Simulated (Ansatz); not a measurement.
Crystal: Cu.

```xyz
2
Lattice="1.2185 -3.9764 0.0000 1.2185 3.9764 0.0000 0.0000 0.0000 2.4755" Properties=species:S:1:pos:R:3 pbc="T T T"
Cu    1.2185   -2.9118    1.8566
Cu    1.2185    2.9118    0.6189
```

This isn't the form of Cu at room conditions, which is fcc.

* Program: Ansatz 0.2.0
* Task: single point
* Functional: PBE
* Potentials or basis: all-electron LAPW, scalar-relativistic
* Cutoff: 329 eV (chosen from the basis error)
* Basis error allowed: 0.001 eV/atom
* k mesh: 11 × 11 × 11
* Occupations: fermi-dirac, width 0.05 eV
* Spin: no spin polarisation

On this cell: pressure 6.6 GPa; largest force 0.048 eV/Å; band gap on the k mesh none (metal or under the smearing width).

The same run follows on a disturbed copy (atoms moved at random, drawn with an rms of 0.05 Å):

```
Cu
1.0
     1.21846   -3.97638    0.00000
     1.21846    3.97638    0.00000
     0.00000    0.00000    2.47550
Cu
2
Cartesian
  1.2239 -2.9338 1.8317
  1.2431 2.9828 0.6113
```

What does the disturbed cell give?

The energy (extrapolated to zero smearing) moves by +16.5 meV/atom; pressure 6.7 GPa; largest force 0.754 eV/Å; band gap on the k mesh none (metal or under the smearing width).

Forces on the atoms (eV/Å):
```
Cu   0.006  0.752  0.055
Cu  -0.006 -0.752 -0.055
```

Stress tensor (GPa, compression positive):
```
 4.50 -0.54  0.00
-0.54  8.13  0.17
 0.00  0.17  7.50
```
